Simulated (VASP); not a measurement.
# SiC (Fm-3m) in VASP: further runs, part 2 of 2

VASP 6.6.1. The steps go on from the part before.

## Step 3: Relaxation of cell and atoms, LDA

The input, INCAR:

```
ALGO     = Normal         # electronic algorithm
EDIFF    = 1E-6           # SCF threshold, eV
EDIFFG   = -0.005         # ionic threshold
ENCUT    = 600            # plane-wave cutoff, eV
IBRION   = 2              # ionic algorithm
ISIF     = 3              # what is computed and relaxed
ISMEAR   = 0              # smearing method
LASPH    = True           # aspherical terms in the spheres
LCHARG   = False          # write CHGCAR
LREAL    = False          # projectors in reciprocal space
LWAVE    = False          # write WAVECAR
NELM     = 80             # most SCF steps
NSW      = 70             # ionic steps
PREC     = Accurate       # precision mode
SIGMA    = 0.1            # smearing width, eV
```

The input, KPOINTS:

```
k-points
0
Gamma
  18 18 18
```

The input, POSCAR:

```
SiC
1.0
    0.0000000000      2.0286567181      2.0286567181
    2.0286567181      0.0000000000      2.0286567181
    2.0286567181      2.0286567181      0.0000000000
Si C
1 1
Direct
    0.0000000000      0.0000000000      0.0000000000
    0.5000000000      0.5000000000      0.5000000000
```

Potentials or basis: VASP PAW LDA potentials, release 64 (Si, C).

Started as:

```sh
$ cat potpaw_LDA.64/Si/POTCAR potpaw_LDA.64/C/POTCAR > POTCAR
$ mpirun -np 1 vasp_std > vasp.out
```

OUTCAR:

```text
EDIFF = 1E-6
   EDIFFG = -0.005
   ENCUT = 600
   IBRION = 2
   ISIF = 3
   ISMEAR = 0
   LASPH = True
   LREAL = False
   NELM = 80
   NSW = 70
   PREC = Accurate

 ion  position               nearest neighbor table
   1  0.000  0.000  0.000-   2 2.03   2 2.03   2 2.03   2 2.03   2 2.03   2 2.03
   2  0.500  0.500  0.500-   1 2.03   1 2.03   1 2.03   1 2.03   1 2.03   1 2.03

  LATTYP: Found a face centered cubic cell.
 ALAT       =     4.0573134362

  Lattice vectors:

 A1 = (   0.0000000000,   2.0286567181,   2.0286567181)
 A2 = (   2.0286567181,   0.0000000000,   2.0286567181)
 A3 = (   2.0286567181,   2.0286567181,   0.0000000000)

Analysis of symmetry for initial positions (statically):
=====================================================================
 Subroutine PRICEL returns:
 Original cell was already a primitive cell.

 Routine SETGRP: Setting up the symmetry group for a
 face centered cubic supercell.

 Subroutine GETGRP returns: Found 48 space group operations
 (whereof 48 operations were pure point group operations)
 out of a pool of 48 trial point group operations.

The static configuration has the point symmetry O_h .

Analysis of symmetry for dynamics (positions and initial velocities):
=====================================================================
 Subroutine PRICEL returns:
 Original cell was already a primitive cell.

 Routine SETGRP: Setting up the symmetry group for a
 face centered cubic supercell.

 Subroutine GETGRP returns: Found 48 space group operations
 (whereof 48 operations were pure point group operations)
 out of a pool of 48 trial point group operations.

The dynamic configuration has the point symmetry O_h .

 Subroutine INISYM returns: Found 48 space group operations
 (whereof 48 operations are pure point group operations),
 and found     1 'primitive' translations

----------------------------------------------------------------------------------------

                                     Primitive cell

  volume of cell :      16.6977

  direct lattice vectors                    reciprocal lattice vectors
     0.000000000  2.028656718  2.028656718    -0.246468511  0.246468511  0.246468511
     2.028656718  0.000000000  2.028656718     0.246468511 -0.246468511  0.246468511
     2.028656718  2.028656718  0.000000000     0.246468511  0.246468511 -0.246468511

  length of vectors
     2.868953844  2.868953844  2.868953844     0.426895983  0.426895983  0.426895983

  position of ions in fractional coordinates (direct lattice)
     0.000000000  0.000000000  0.000000000
     0.500000000  0.500000000  0.500000000

  ion indices of the primitive-cell ions
   primitive index   ion index
                 1           1
                 2           2

----------------------------------------------------------------------------------------

 KPOINTS: k-points

Automatic generation of k-mesh.
 Grid dimensions read from file:
 generate k-points for:   18   18   18

 Generating k-lattice:

  Cartesian coordinates                     Fractional coordinates (reciprocal lattice)
    -0.013692695  0.013692695  0.013692695     0.055555556  0.000000000  0.000000000
[... 43 lines left out ...]
   total plane-waves  NPLWV =  13824
   dimension x,y,z NGX =    24 NGY =   24 NGZ =   24
   dimension x,y,z NGXF=    48 NGYF=   48 NGZF=   48
   ions per type =               1   1
   NGX,Y,Z   is equivalent  to a cutoff of  13.91, 13.91, 13.91 a.u.
   NGXF,Y,Z  is equivalent  to a cutoff of  27.81, 27.81, 27.81 a.u.
 SYSTEM =  unknown system
   PREC   = accura    normal or accurate (medium, high low for compatibility)
   ISTART =      0    job   : 0-new  1-cont  2-samecut
   ICHARG =      2    charge: 1-file 2-atom 10-const
   ISPIN  =      1    spin polarized calculation?
   LNONCOLLINEAR =      F non collinear calculations
   LSORBIT =      F    spin-orbit coupling
   LASPH  =      T    aspherical Exc in radial PAW
   ENCUT  =  600.0 eV  44.10 Ry    6.64 a.u.   5.73  5.73  5.73*2*pi/ulx,y,z
   NELM   =     80;   NELMIN=  2; NELMDL= -5     # of ELM steps
   EDIFF  = 0.1E-05   stopping-criterion for ELM
   LREAL  =      F    real-space projection
   EDIFFG = -.5E-02   stopping-criterion for IOM
   NSW    =     70    number of steps for IOM
   IBRION =      2    ionic relax: 0-MD 1-quasi-New 2-CG
   NFREE  =      1    steps in history (QN), initial steepest desc. (CG)
   ISIF   =      3    stress and relaxation
   ISYM   =      2    0-nonsym 1-usesym 2-fastsym
   POTIM  = 0.5000    time-step for ionic-motion
   TEBEG  =    0.0;   TEEND  =   0.0 temperature during run
   PSTRESS=    0.0 pullay stress
   NELECT =       8.0000    total number of electrons
   NUPDOWN=      -1.0000    fix difference up-down
   EMIN   =  10.00;   EMAX   =-10.00  energy-range for DOS
   EFERMI =   0.00;   METHOD = LEGACY
   ISMEAR =     0;   SIGMA  =   0.10  broadening in eV -4-tet -1-fermi 0-gaus
   EFERMI_NEDOS =   21; number of points for ismear=-14 and -15
   IALGO  =     38    algorithm
   IMIX   =      4    mixing-type and parameters
     AMIX     =   0.40;   BMIX     =  1.00
     AMIX_MAG =   1.60;   BMIX_MAG =  1.00
  volume/ion in A,a.u.               =       8.35        56.34
  Fermi-wavevector in a.u.,A,eV,Ry     =   1.281011  2.420760 22.327021  1.640990
  Thomas-Fermi vector in A             =   2.413406
   LORBIT       =      0    0 simple, 1 ext, 2 COOP (PROOUT), +10 PAW based schemes
   GGA     = CA    functional components
   LHFCALC =     F    Hartree Fock is set to
   AEXX    =    0.0000 exact exchange contribution
   IVDW    =     0    specifies the selected vdW correction
   LEPSILON=     F    determine dielectric tensor
   LRPA    =     F    only Hartree local field effects (RPA)
 conjugate gradient relaxation of ions
 non-spin polarized calculation
 Gauss-broadening in eV      SIGMA  =   0.10
  energy-cutoff  :      600.00
  volume of cell :       16.70
 maximum number of plane-waves:       568
   NGX = 11   NGY = 11   NGZ = 11

--------------------------------------- Ionic step        1  -------------------------------------------

 number of electron       8.0000000 magnetization

 Free energy of the ion-electron system (eV)
  ---------------------------------------------------
  ext. energy  EPLUGINS =         0.00000000
  ---------------------------------------------------
  free energy    TOTEN  =       -15.28841529 eV

  energy without entropy =      -15.28685979  energy(sigma->0) =      -15.28763754

------------------------ aborting loop because EDIFF is reached ----------------------------------------

  FORCE on cell =-STRESS in cart. coord.  units (eV):
  Direction    XX          YY          ZZ          XY          YZ          ZX
  --------------------------------------------------------------------------------------
  -------------------------------------------------------------------------------------
  Total       -0.9219934     -0.9219934     -0.9219934     -0.0000000     -0.0000000      0.0000000
  in kB      -88.4672911    -88.4672911    -88.4672911     -0.0000000     -0.0000000      0.0000000
  external PRESSURE =     -88.4672911 kB  Pullay stress =       0.0000000 kB
[... 59 lines left out ...]
--------------------------------------- Ionic step        3  -------------------------------------------

 number of electron       8.0000000 magnetization

 Free energy of the ion-electron system (eV)
  ---------------------------------------------------
  ext. energy  EPLUGINS =         0.00000000
  ---------------------------------------------------
  free energy    TOTEN  =       -15.30508126 eV

  energy without entropy =      -15.30370247  energy(sigma->0) =      -15.30439187

 E-fermi :  12.8063     XC(G=0): -12.9422

 val. band max:       12.7978269241   @ k =   0.0556   0.0000   0.0000
 cond. band min:      12.8216816834   @ k =  -0.1667   0.1111   0.0000
 fundamental gap:      0.0238547593
 Fermi energy:        12.8063047862

 k-point     1 :       0.0000    0.0000    0.0000
  band No.  band energies     occupation
      1      -5.8443      2.00000
      2      12.8484      0.55178
      3      12.8484      0.55178
      4      12.8484      0.55178
      5      20.9586      0.00000
      6      21.7871      0.00000
      7      21.7871      0.00000
      8      21.7871      0.00000
[... 243 lines left out ...]
 k-point    24 :      -0.2222    0.0556    0.0000
  band No.  band energies     occupation
      1      -4.3518      2.00000
      2       7.6494      2.00000
      3      11.4449      2.00000
      4      12.5569      1.99958
      5      19.9215      0.00000
      6      19.9855      0.00000
      7      20.5217      0.00000
      8      23.4843      0.00000

 [... further k-points ...]
[... 5 lines left out ...]
  --------------------------------------------------------------------------------------
  -------------------------------------------------------------------------------------
  Total       -0.0031468     -0.0031468     -0.0031468      0.0000000      0.0000000      0.0000000
  in kB       -0.3129343     -0.3129343     -0.3129343      0.0000000      0.0000000      0.0000000
  external PRESSURE =      -0.3129343 kB  Pullay stress =       0.0000000 kB
[... 17 lines left out ...]
  FREE ENERGIE OF THE ION-ELECTRON SYSTEM (eV)
  ---------------------------------------------------
  free  energy   TOTEN  =       -15.3050812641 eV

  energy  without entropy=      -15.3037024700  energy(sigma->0) =      -15.30439187

 reached required accuracy - stopping structural energy minimisation
```

Wall time 55 s (1 thread of Intel Xeon Platinum 8488C (Sapphire Rapids), shared host); peak memory 0.15 GiB.

What came out:

```yaml
Free_energy: -15.3051 eV
Relaxed_volume: 8.06 Å³/atom
Relaxed_cell: a = 2.835 Å, b = 2.835 Å, c = 2.835 Å, α = 60.00°, β = 60.00°, γ = 60.00°
Space_group_after_relaxing_to_0.05_Å: Fm-3m (No. 225)
Energy_gained_by_relaxing: 8.3 meV/atom
Ionic_steps: 3
Pressure_after_relaxing: 0.0 GPa
Band_gap_on_the_k_mesh: none (metal or under the smearing width)
```

Step by step:
```
step  energy change (eV)  largest force (eV/Å)  pressure (GPa)  volume (Å³)
   1              0.0000                0.0000           -8.85        16.70
   2             -0.0033                0.0000            8.82        15.61
   3             -0.0167                0.0000           -0.03        16.11
```

Final structure:
```
Si C
1.0
     0.00000    2.00461    2.00461
     2.00461    0.00000    2.00461
     2.00461    2.00461    0.00000
Si C
1 1
Direct
  0.00000 0.00000 0.00000
  0.50000 0.50000 0.50000
```
